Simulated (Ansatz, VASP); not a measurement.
# One calculation of Rh, two programs

```xyz
1
Lattice="0.0000 1.8776 1.8776 1.8776 0.0000 1.8776 1.8776 1.8776 0.0000" Properties=species:S:1:pos:R:3 pbc="T T T"
Rh    0.0000    0.0000    0.0000
```

Alike in both runs: task single point; functional LDA; k mesh 14 × 14 × 14; occupations gaussian, width 0.03 eV; no spin polarisation.

|  | VASP | Ansatz |
| --- | --- | --- |
| version | VASP 6.6.1 | Ansatz 0.2.0 |
| potentials or method | VASP PAW LDA potentials, release 64 (Rh_pv) | plane waves (420 eV) with PAW, scalar-relativistic |
| plane-wave cutoff (eV) | 520 | 420 |
| valence electrons in the cell | 15 | 17 |

Ansatz gave:

- pressure (GPa): -0.4

**Question.** Which values does VASP return?

**Answer.** Pressure (GPa): 0.5.

The two sets of potentials don't hold the same shells in valence. Ansatz warned: «pseudo_functional_mismatch».
